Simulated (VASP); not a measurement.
# K (Pm-3m) in VASP: further runs, part 4 of 6

VASP 6.6.1.

### 54 Equation of state, PBE, 77.68 Å³/atom

The input, INCAR:

```
SYSTEM = K
ADDGRID = .False.
ALGO = Normal
EDIFF = 0.001
ENCUT = 400
GGA = PE
ISIF = 2
ISMEAR = 0
LASPH = .True.
LCHARG = .False.
LREAL = .False.
LWAVE = .False.
NELM = 100
PREC = Accurate
SIGMA = 0.2
```

The input, KPOINTS:

```
k-points
0
Gamma
  6 6 6
  0 0 0
```

The input, POSCAR:

```
K
1.0
    4.2668967202      0.0000000000      0.0000000000
    0.0000000000      4.2668967202      0.0000000000
    0.0000000000      0.0000000000      4.2668967202
K
1
Direct
    0.0000000000      0.0000000000      0.0000000000
```

Potentials or basis: VASP PAW PBE potentials, release 64 (K_sv).

Started as:

```bash
cat potpaw_PBE.64/K_sv/POTCAR > POTCAR
mpirun -np 1 vasp_std > vasp.out
```

Wall time 3.1 s (1 thread of Intel Xeon Platinum 8488C (Sapphire Rapids), shared host); peak memory 0.15 GiB.

These settings aren't checked as converged: the numbers below hold their error.

Results:

```yaml
Free_energy: -0.9458 eV
Pressure: -0.6 GPa
Band_gap_on_the_k_mesh: none (metal or under the smearing width)
```

### 55 Equation of state, PBE, 82.49 Å³/atom

INCAR is that of step 54.

KPOINTS is that of step 54.

The input, POSCAR:

```
K
1.0
    4.3531198844      0.0000000000      0.0000000000
    0.0000000000      4.3531198844      0.0000000000
    0.0000000000      0.0000000000      4.3531198844
K
1
Direct
    0.0000000000      0.0000000000      0.0000000000
```

Started as:

```bash
cat potpaw_PBE.64/K_sv/POTCAR > POTCAR
mpirun -np 1 vasp_std > vasp.out
```

Wall time 3.1 s (1 thread of Intel Xeon Platinum 8488C (Sapphire Rapids), shared host); peak memory 0.15 GiB.

The run converged, but some of its settings lie outside the range that counts as converged, so its numbers aren't taken as properties of the crystal.

What came out:

* Free energy: -0.9452 eV
* Pressure: -0.7 GPa
* Band gap on the k mesh: none (metal or under the smearing width)

### 56 Equation of state, PBE, 77.68 Å³/atom

Changes to INCAR since step 55:

```diff
@@ -3,3 +3,3 @@
 ALGO = Normal
-EDIFF = 0.001
+EDIFF = 1E-4
 ENCUT = 400
```

KPOINTS is that of step 55.

The input, POSCAR:

```
K
1.0
    4.2668967202      0.0000000000      0.0000000000
    0.0000000000      4.2668967202      0.0000000000
    0.0000000000      0.0000000000      4.2668967202
K
1
Direct
    0.0000000000      0.0000000000      0.0000000000
```

Started as:

```bash
cat potpaw_PBE.64/K_sv/POTCAR > POTCAR
mpirun -np 1 vasp_std > vasp.out
```

Wall time 4.1 s (1 thread of Intel Xeon Platinum 8488C (Sapphire Rapids), shared host); peak memory 0.14 GiB.

The run converged, but some of its settings lie outside the range that counts as converged, so its numbers aren't taken as properties of the crystal.

Results:

```yaml
Free_energy: -0.9453 eV
Pressure: 0.0 GPa
Band_gap_on_the_k_mesh: none (metal or under the smearing width)
```

### 57 Equation of state, PBE, 82.49 Å³/atom

INCAR is that of step 56.

KPOINTS is that of step 56.

The input, POSCAR:

```
K
1.0
    4.3531198844      0.0000000000      0.0000000000
    0.0000000000      4.3531198844      0.0000000000
    0.0000000000      0.0000000000      4.3531198844
K
1
Direct
    0.0000000000      0.0000000000      0.0000000000
```

Potentials or basis: VASP PAW PBE potentials, release 64 (K_sv).

Started as:

```bash
cat potpaw_PBE.64/K_sv/POTCAR > POTCAR
mpirun -np 1 vasp_std > vasp.out
```

Wall time 3.9 s (1 thread of Intel Xeon Platinum 8488C (Sapphire Rapids), shared host); peak memory 0.14 GiB.

The run converged, but some of its settings lie outside the range that counts as converged, so its numbers aren't taken as properties of the crystal.

What came out:

| Quantity | Value |
| --- | --- |
| Free energy | -0.9448 eV |
| Pressure | -0.2 GPa |
| Band gap on the k mesh | none (metal or under the smearing width) |

### 58 Equation of state, PBE, 77.68 Å³/atom

Changes to INCAR since step 57:

```diff
@@ -3,3 +3,3 @@
 ALGO = Normal
-EDIFF = 1E-4
+EDIFF = 1E-5
 ENCUT = 400
```

KPOINTS is that of step 57.

The input, POSCAR:

```
K
1.0
    4.2668967202      0.0000000000      0.0000000000
    0.0000000000      4.2668967202      0.0000000000
    0.0000000000      0.0000000000      4.2668967202
K
1
Direct
    0.0000000000      0.0000000000      0.0000000000
```

Started as:

```bash
cat potpaw_PBE.64/K_sv/POTCAR > POTCAR
mpirun -np 1 vasp_std > vasp.out
```

Wall time 4.4 s (1 thread of Intel Xeon Platinum 8488C (Sapphire Rapids), shared host); peak memory 0.14 GiB.

The run converged, but some of its settings lie outside the range that counts as converged, so its numbers aren't taken as properties of the crystal.

What came out:

```
Free energy            : -0.9453 eV
Pressure               : 0.0 GPa
Band gap on the k mesh : none (metal or under the smearing width)
```

### 59 Equation of state, PBE, 82.49 Å³/atom

INCAR is that of step 58.

KPOINTS is that of step 58.

The input, POSCAR:

```
K
1.0
    4.3531198844      0.0000000000      0.0000000000
    0.0000000000      4.3531198844      0.0000000000
    0.0000000000      0.0000000000      4.3531198844
K
1
Direct
    0.0000000000      0.0000000000      0.0000000000
```

Started as:

```bash
cat potpaw_PBE.64/K_sv/POTCAR > POTCAR
mpirun -np 1 vasp_std > vasp.out
```

It took 4.5 s on 1 thread of Intel Xeon Platinum 8488C (Sapphire Rapids), shared host; peak memory 0.14 GiB.

The run converged, but some of its settings lie outside the range that counts as converged, so its numbers aren't taken as properties of the crystal.

Results:

| Quantity | Value |
| --- | --- |
| Free energy | -0.9448 eV |
| Pressure | -0.1 GPa |
| Band gap on the k mesh | none (metal or under the smearing width) |

### 60 Equation of state, PBE, 77.68 Å³/atom

Changes to INCAR since step 59:

```diff
@@ -1,5 +1,5 @@
 SYSTEM = K
-ADDGRID = .False.
+ADDGRID = .True.
 ALGO = Normal
-EDIFF = 1E-5
+EDIFF = 1E-6
 ENCUT = 400
```

KPOINTS is that of step 59.

The input, POSCAR:

```
K
1.0
    4.2668967202      0.0000000000      0.0000000000
    0.0000000000      4.2668967202      0.0000000000
    0.0000000000      0.0000000000      4.2668967202
K
1
Direct
    0.0000000000      0.0000000000      0.0000000000
```

Potentials or basis: VASP PAW PBE potentials, release 64 (K_sv).

Started as:

```bash
cat potpaw_PBE.64/K_sv/POTCAR > POTCAR
mpirun -np 1 vasp_std > vasp.out
```

Run time: 7.6 s. Hardware: 1 thread of Intel Xeon Platinum 8488C (Sapphire Rapids), shared host; peak memory 0.2 GiB.

These settings aren't checked as converged: the numbers below hold their error.

What came out:

```
Free energy            : -0.9453 eV
Pressure               : 0.1 GPa
Band gap on the k mesh : none (metal or under the smearing width)
```

### 61 Equation of state, PBE, 82.49 Å³/atom

INCAR is that of step 60.

KPOINTS is that of step 60.

The input, POSCAR:

```
K
1.0
    4.3531198844      0.0000000000      0.0000000000
    0.0000000000      4.3531198844      0.0000000000
    0.0000000000      0.0000000000      4.3531198844
K
1
Direct
    0.0000000000      0.0000000000      0.0000000000
```

Started as:

```bash
cat potpaw_PBE.64/K_sv/POTCAR > POTCAR
mpirun -np 1 vasp_std > vasp.out
```

It took 7.6 s on 1 thread of Intel Xeon Platinum 8488C (Sapphire Rapids), shared host; peak memory 0.2 GiB.

These settings aren't checked as converged: the numbers below hold their error.

Results:

* Free energy: -0.9448 eV
* Pressure: -0.1 GPa
* Band gap on the k mesh: none (metal or under the smearing width)

### 62 Equation of state, PBE, 77.68 Å³/atom

Changes to INCAR since step 61:

```diff
@@ -1,3 +1,3 @@
 SYSTEM = K
-ADDGRID = .True.
+ADDGRID = .False.
 ALGO = Normal
@@ -8,3 +8,3 @@
 ISMEAR = 0
-LASPH = .True.
+LASPH = .False.
 LCHARG = .False.
```

KPOINTS is that of step 61.

The input, POSCAR:

```
K
1.0
    4.2668967202      0.0000000000      0.0000000000
    0.0000000000      4.2668967202      0.0000000000
    0.0000000000      0.0000000000      4.2668967202
K
1
Direct
    0.0000000000      0.0000000000      0.0000000000
```

Started as:

```bash
cat potpaw_PBE.64/K_sv/POTCAR > POTCAR
mpirun -np 1 vasp_std > vasp.out
```

It took 5 s on 1 thread of Intel Xeon Platinum 8488C (Sapphire Rapids), shared host; peak memory 0.14 GiB.

These settings aren't checked as converged: the numbers below hold their error.

What came out:

```
Free energy            : -0.9453 eV
Pressure               : 0.1 GPa
Band gap on the k mesh : none (metal or under the smearing width)
```

### 63 Equation of state, PBE, 82.49 Å³/atom

INCAR is that of step 62.

KPOINTS is that of step 62.

The input, POSCAR:

```
K
1.0
    4.3531198844      0.0000000000      0.0000000000
    0.0000000000      4.3531198844      0.0000000000
    0.0000000000      0.0000000000      4.3531198844
K
1
Direct
    0.0000000000      0.0000000000      0.0000000000
```

Potentials or basis: VASP PAW PBE potentials, release 64 (K_sv).

Started as:

```bash
cat potpaw_PBE.64/K_sv/POTCAR > POTCAR
mpirun -np 1 vasp_std > vasp.out
```

It took 5.1 s on 1 thread of Intel Xeon Platinum 8488C (Sapphire Rapids), shared host; peak memory 0.14 GiB.

These settings aren't checked as converged: the numbers below hold their error.

Results:

- Free energy: -0.9448 eV
- Pressure: -0.1 GPa
- Band gap on the k mesh: none (metal or under the smearing width)

### 64 Equation of state, PBE, 77.68 Å³/atom

The input, INCAR:

```
SYSTEM = K
ADDGRID = .False.
ALGO = Normal
EDIFF = 1E-4
ENCUT = 400
GGA = PE
ISIF = 2
ISMEAR = 0
LASPH = .True.
LCHARG = .False.
LREAL = Auto
LWAVE = .False.
NELM = 100
PREC = Normal
SIGMA = 0.2
```

KPOINTS is that of step 63.

The input, POSCAR:

```
K
1.0
    4.2668967202      0.0000000000      0.0000000000
    0.0000000000      4.2668967202      0.0000000000
    0.0000000000      0.0000000000      4.2668967202
K
1
Direct
    0.0000000000      0.0000000000      0.0000000000
```

Started as:

```bash
cat potpaw_PBE.64/K_sv/POTCAR > POTCAR
mpirun -np 1 vasp_std > vasp.out
```

Run time: 3 s. Hardware: 1 thread of Intel Xeon Platinum 8488C (Sapphire Rapids), shared host; peak memory 0.12 GiB.

These settings aren't checked as converged: the numbers below hold their error.

Results:

- Free energy: -0.9446 eV
- Pressure: 0.0 GPa
- Band gap on the k mesh: none (metal or under the smearing width)

### 65 Equation of state, PBE, 82.49 Å³/atom

INCAR is that of step 64.

KPOINTS is that of step 64.

The input, POSCAR:

```
K
1.0
    4.3531198844      0.0000000000      0.0000000000
    0.0000000000      4.3531198844      0.0000000000
    0.0000000000      0.0000000000      4.3531198844
K
1
Direct
    0.0000000000      0.0000000000      0.0000000000
```

Started as:

```bash
cat potpaw_PBE.64/K_sv/POTCAR > POTCAR
mpirun -np 1 vasp_std > vasp.out
```

It took 3 s on 1 thread of Intel Xeon Platinum 8488C (Sapphire Rapids), shared host; peak memory 0.13 GiB.

These settings aren't checked as converged: the numbers below hold their error.

Results:

```yaml
Free_energy: -0.9440 eV
Pressure: -0.2 GPa
Band_gap_on_the_k_mesh: none (metal or under the smearing width)
```

### 66 Equation of state, PBE, 77.68 Å³/atom

The input, INCAR:

```
SYSTEM = K
ADDGRID = .False.
ALGO = Normal
EDIFF = 1E-6
ENCUT = 600
GGA = PE
ISIF = 2
ISMEAR = 0
LASPH = .True.
LCHARG = .False.
LREAL = .False.
LWAVE = .False.
NELM = 100
PREC = Accurate
SIGMA = 0.2
```

The input, KPOINTS:

```
k-points
0
Gamma
  5 5 5
  0 0 0
```

The input, POSCAR:

```
K
1.0
    4.2668967202      0.0000000000      0.0000000000
    0.0000000000      4.2668967202      0.0000000000
    0.0000000000      0.0000000000      4.2668967202
K
1
Direct
    0.0000000000      0.0000000000      0.0000000000
```

Potentials or basis: VASP PAW PBE potentials, release 64 (K_sv).

Started as:

```bash
cat potpaw_PBE.64/K_sv/POTCAR > POTCAR
mpirun -np 1 vasp_std > vasp.out
```

It took 6.3 s on 1 thread of Intel Xeon Platinum 8488C (Sapphire Rapids), shared host; peak memory 0.19 GiB.

The run converged, but some of its settings lie outside the range that counts as converged, so its numbers aren't taken as properties of the crystal.

What came out:

| Quantity | Value |
| --- | --- |
| Free energy | -0.9403 eV |
| Pressure | 0.1 GPa |
| Band gap on the k mesh | none (metal or under the smearing width) |

### 67 Equation of state, PBE, 82.49 Å³/atom

INCAR is that of step 66.

KPOINTS is that of step 66.

The input, POSCAR:

```
K
1.0
    4.3531198844      0.0000000000      0.0000000000
    0.0000000000      4.3531198844      0.0000000000
    0.0000000000      0.0000000000      4.3531198844
K
1
Direct
    0.0000000000      0.0000000000      0.0000000000
```

Started as:

```bash
cat potpaw_PBE.64/K_sv/POTCAR > POTCAR
mpirun -np 1 vasp_std > vasp.out
```

Run time: 5.9 s. Hardware: 1 thread of Intel Xeon Platinum 8488C (Sapphire Rapids), shared host; peak memory 0.19 GiB.

These settings aren't checked as converged: the numbers below hold their error.

Results:

```yaml
Free_energy: -0.9405 eV
Pressure: -0.1 GPa
Band_gap_on_the_k_mesh: none (metal or under the smearing width)
```

### 68 Equation of state, PBE, 77.68 Å³/atom

Changes to INCAR since step 67:

```diff
@@ -4,3 +4,3 @@
 EDIFF = 1E-6
-ENCUT = 600
+ENCUT = 200
 GGA = PE
```

The input, KPOINTS:

```
k-points
0
Gamma
  9 9 9
  0 0 0
```

The input, POSCAR:

```
K
1.0
    4.2668967202      0.0000000000      0.0000000000
    0.0000000000      4.2668967202      0.0000000000
    0.0000000000      0.0000000000      4.2668967202
K
1
Direct
    0.0000000000      0.0000000000      0.0000000000
```

Started as:

```bash
cat potpaw_PBE.64/K_sv/POTCAR > POTCAR
mpirun -np 1 vasp_std > vasp.out
```

Wall time 3.4 s (1 thread of Intel Xeon Platinum 8488C (Sapphire Rapids), shared host); peak memory 0.12 GiB.

The run converged, but a check on its numbers failed (symmetry, net force, bounds or a known fault of this set-up), so they aren't taken as properties of the crystal.

Caveat: the cutoff lies under the usual one of these potentials, so the numbers hold a large basis-set error.

### 69 Equation of state, PBE, 82.49 Å³/atom

INCAR is that of step 68.

KPOINTS is that of step 68.

The input, POSCAR:

```
K
1.0
    4.3531198844      0.0000000000      0.0000000000
    0.0000000000      4.3531198844      0.0000000000
    0.0000000000      0.0000000000      4.3531198844
K
1
Direct
    0.0000000000      0.0000000000      0.0000000000
```

Potentials or basis: VASP PAW PBE potentials, release 64 (K_sv).

Started as:

```bash
cat potpaw_PBE.64/K_sv/POTCAR > POTCAR
mpirun -np 1 vasp_std > vasp.out
```

Run time: 3.6 s. Hardware: 1 thread of Intel Xeon Platinum 8488C (Sapphire Rapids), shared host; peak memory 0.11 GiB.

The run converged, but a check on its numbers failed (symmetry, net force, bounds or a known fault of this set-up), so they aren't taken as properties of the crystal.

Caveat: the cutoff lies under the usual one of these potentials, so the numbers hold a large basis-set error.

### 70 Equation of state, PBE, 77.68 Å³/atom

Changes to INCAR since step 69:

```diff
@@ -4,3 +4,3 @@
 EDIFF = 1E-6
-ENCUT = 200
+ENCUT = 350
 GGA = PE
```

The input, KPOINTS:

```
k-points
0
Gamma
  7 7 7
  0 0 0
```

The input, POSCAR:

```
K
1.0
    4.2668967202      0.0000000000      0.0000000000
    0.0000000000      4.2668967202      0.0000000000
    0.0000000000      0.0000000000      4.2668967202
K
1
Direct
    0.0000000000      0.0000000000      0.0000000000
```

Started as:

```bash
cat potpaw_PBE.64/K_sv/POTCAR > POTCAR
mpirun -np 1 vasp_std > vasp.out
```

It took 5.5 s on 1 thread of Intel Xeon Platinum 8488C (Sapphire Rapids), shared host; peak memory 0.14 GiB.

The run converged, but some of its settings lie outside the range that counts as converged, so its numbers aren't taken as properties of the crystal.

Results:

```
Free energy            : -0.9502 eV
Pressure               : 0.0 GPa
Band gap on the k mesh : none (metal or under the smearing width)
```

### 71 Equation of state, PBE, 82.49 Å³/atom

INCAR is that of step 70.

KPOINTS is that of step 70.

The input, POSCAR:

```
K
1.0
    4.3531198844      0.0000000000      0.0000000000
    0.0000000000      4.3531198844      0.0000000000
    0.0000000000      0.0000000000      4.3531198844
K
1
Direct
    0.0000000000      0.0000000000      0.0000000000
```

Started as:

```bash
cat potpaw_PBE.64/K_sv/POTCAR > POTCAR
mpirun -np 1 vasp_std > vasp.out
```

Run time: 5.4 s. Hardware: 1 thread of Intel Xeon Platinum 8488C (Sapphire Rapids), shared host; peak memory 0.14 GiB.

These settings aren't checked as converged: the numbers below hold their error.

Results:

```yaml
Free_energy: -0.9498 eV
Pressure: -0.1 GPa
Band_gap_on_the_k_mesh: none (metal or under the smearing width)
```

### 72 Equation of state, PBE, 77.68 Å³/atom

Changes to INCAR since step 71:

```diff
@@ -4,3 +4,3 @@
 EDIFF = 1E-6
-ENCUT = 350
+ENCUT = 500
 GGA = PE
```

The input, KPOINTS:

```
k-points
0
Gamma
  6 6 6
  0 0 0
```

The input, POSCAR:

```
K
1.0
    4.2668967202      0.0000000000      0.0000000000
    0.0000000000      4.2668967202      0.0000000000
    0.0000000000      0.0000000000      4.2668967202
K
1
Direct
    0.0000000000      0.0000000000      0.0000000000
```

Potentials or basis: VASP PAW PBE potentials, release 64 (K_sv).

Started as:

```bash
cat potpaw_PBE.64/K_sv/POTCAR > POTCAR
mpirun -np 1 vasp_std > vasp.out
```

Run time: 6.9 s. Hardware: 1 thread of Intel Xeon Platinum 8488C (Sapphire Rapids), shared host; peak memory 0.17 GiB.

These settings aren't checked as converged: the numbers below hold their error.

What came out:

- Free energy: -0.9454 eV
- Pressure: 0.1 GPa
- Band gap on the k mesh: none (metal or under the smearing width)

### 73 Equation of state, PBE, 82.49 Å³/atom

INCAR is that of step 72.

KPOINTS is that of step 72.

The input, POSCAR:

```
K
1.0
    4.3531198844      0.0000000000      0.0000000000
    0.0000000000      4.3531198844      0.0000000000
    0.0000000000      0.0000000000      4.3531198844
K
1
Direct
    0.0000000000      0.0000000000      0.0000000000
```

Started as:

```bash
cat potpaw_PBE.64/K_sv/POTCAR > POTCAR
mpirun -np 1 vasp_std > vasp.out
```

Run time: 7 s. Hardware: 1 thread of Intel Xeon Platinum 8488C (Sapphire Rapids), shared host; peak memory 0.17 GiB.

These settings aren't checked as converged: the numbers below hold their error.

What came out:

```yaml
Free_energy: -0.9449 eV
Pressure: -0.1 GPa
Band_gap_on_the_k_mesh: none (metal or under the smearing width)
```

### 74 Equation of state, PBE, 77.68 Å³/atom

Changes to INCAR since step 73:

```diff
@@ -4,3 +4,3 @@
 EDIFF = 1E-6
-ENCUT = 500
+ENCUT = 400
 GGA = PE
```

The input, KPOINTS:

```
k-points
0
Gamma
  7 7 7
  0 0 0
```

The input, POSCAR:

```
K
1.0
    4.2668967202      0.0000000000      0.0000000000
    0.0000000000      4.2668967202      0.0000000000
    0.0000000000      0.0000000000      4.2668967202
K
1
Direct
    0.0000000000      0.0000000000      0.0000000000
```

Started as:

```bash
cat potpaw_PBE.64/K_sv/POTCAR > POTCAR
mpirun -np 1 vasp_std > vasp.out
```

It took 5.7 s on 1 thread of Intel Xeon Platinum 8488C (Sapphire Rapids), shared host; peak memory 0.14 GiB.

These settings aren't checked as converged: the numbers below hold their error.

What came out:

```
Free energy            : -0.9508 eV
Pressure               : 0.1 GPa
Band gap on the k mesh : none (metal or under the smearing width)
```

### 75 Equation of state, PBE, 82.49 Å³/atom

INCAR is that of step 74.

KPOINTS is that of step 74.

The input, POSCAR:

```
K
1.0
    4.3531198844      0.0000000000      0.0000000000
    0.0000000000      4.3531198844      0.0000000000
    0.0000000000      0.0000000000      4.3531198844
K
1
Direct
    0.0000000000      0.0000000000      0.0000000000
```

Potentials or basis: VASP PAW PBE potentials, release 64 (K_sv).

Started as:

```bash
cat potpaw_PBE.64/K_sv/POTCAR > POTCAR
mpirun -np 1 vasp_std > vasp.out
```

It took 5.6 s on 1 thread of Intel Xeon Platinum 8488C (Sapphire Rapids), shared host; peak memory 0.15 GiB.

The run converged, but some of its settings lie outside the range that counts as converged, so its numbers aren't taken as properties of the crystal.

What came out:

```yaml
Free_energy: -0.9504 eV
Pressure: -0.1 GPa
Band_gap_on_the_k_mesh: none (metal or under the smearing width)
```

### 76 Equation of state, PBE, 77.68 Å³/atom

Changes to INCAR since step 75:

```diff
@@ -4,3 +4,3 @@
 EDIFF = 1E-6
-ENCUT = 400
+ENCUT = 250
 GGA = PE
```

The input, KPOINTS:

```
k-points
0
Gamma
  9 9 9
  0 0 0
```

The input, POSCAR:

```
K
1.0
    4.2668967202      0.0000000000      0.0000000000
    0.0000000000      4.2668967202      0.0000000000
    0.0000000000      0.0000000000      4.2668967202
K
1
Direct
    0.0000000000      0.0000000000      0.0000000000
```

Started as:

```bash
cat potpaw_PBE.64/K_sv/POTCAR > POTCAR
mpirun -np 1 vasp_std > vasp.out
```

Run time: 4 s. Hardware: 1 thread of Intel Xeon Platinum 8488C (Sapphire Rapids), shared host; peak memory 0.13 GiB.

The run converged, but a check on its numbers failed (symmetry, net force, bounds or a known fault of this set-up), so they aren't taken as properties of the crystal.

Caveat: the cutoff lies under the usual one of these potentials, so the numbers hold a large basis-set error.

### 77 Equation of state, PBE, 82.49 Å³/atom

INCAR is that of step 76.

KPOINTS is that of step 76.

The input, POSCAR:

```
K
1.0
    4.3531198844      0.0000000000      0.0000000000
    0.0000000000      4.3531198844      0.0000000000
    0.0000000000      0.0000000000      4.3531198844
K
1
Direct
    0.0000000000      0.0000000000      0.0000000000
```

Started as:

```bash
cat potpaw_PBE.64/K_sv/POTCAR > POTCAR
mpirun -np 1 vasp_std > vasp.out
```

Run time: 3.7 s. Hardware: 1 thread of Intel Xeon Platinum 8488C (Sapphire Rapids), shared host; peak memory 0.13 GiB.

The run converged, but a check on its numbers failed (symmetry, net force, bounds or a known fault of this set-up), so they aren't taken as properties of the crystal.

Caveat: the cutoff lies under the usual one of these potentials, so the numbers hold a large basis-set error.

(Part 4 of 6 ends here.)
